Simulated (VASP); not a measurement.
Write the native input for VASP 6.6.1 that does the following.

| Quantity | Value |
| --- | --- |
| Task | single point |
| Functional | PBE |
| Potentials or basis | VASP PAW PBE potentials, release 64 (Mg, O) |
| Cutoff | 520 eV |
| k mesh | 11 × 11 × 11 |
| Occupations | fermi-dirac, width 0.05 eV |
| Spin | no spin polarisation |
| Further INCAR settings | ALGO = Normal; EDIFF = 1e-07; NBANDS = 11 |

The structure of MgO lies in POSCAR:

```
MgO
1.0
    0.0000000000      2.0970013927      2.0970013927
    2.0970013927      0.0000000000      2.0970013927
    2.0970013927      2.0970013927      0.0000000000
Mg O
1 1
Direct
   -0.0164450000      0.0205070000     -0.0158170000
    0.5022520000      0.4969790000      0.5069060000
```

The cell is a database's computed one.

The cell isn't the ideal one: atoms moved at random, drawn with an rms of 0.05 Å.

These files were run (other wordings do the same):

INCAR

```
PREC = Accurate
ENCUT = 520
EDIFF = 1E-7
ISMEAR = -1
SIGMA = 0.05
LREAL = F
LASPH = T
NELM = 100
ALGO = Normal
ISIF = 2
LWAVE = F
LCHARG = F
GGA = PE
NBANDS = 11
```

KPOINTS

```
regular mesh
0
Gamma
  11 11 11
```

Potentials or basis: VASP PAW PBE potentials, release 64 (Mg, O).

The run is started by

```console
$ cat potpaw_PBE.64/Mg/POTCAR potpaw_PBE.64/O/POTCAR > POTCAR
$ mpirun -np 1 vasp_std > vasp.out
```

Results of the run:

The pressure is 7.0 GPa, the largest force is 0.541 eV/Å and the band gap on the k mesh is 4.85 eV, direct.

Run time: 63 s on 1 thread of Intel(R) Xeon(R) Platinum 8488C (Sapphire Rapids), with other jobs on the host, peak memory 0.26 GiB.
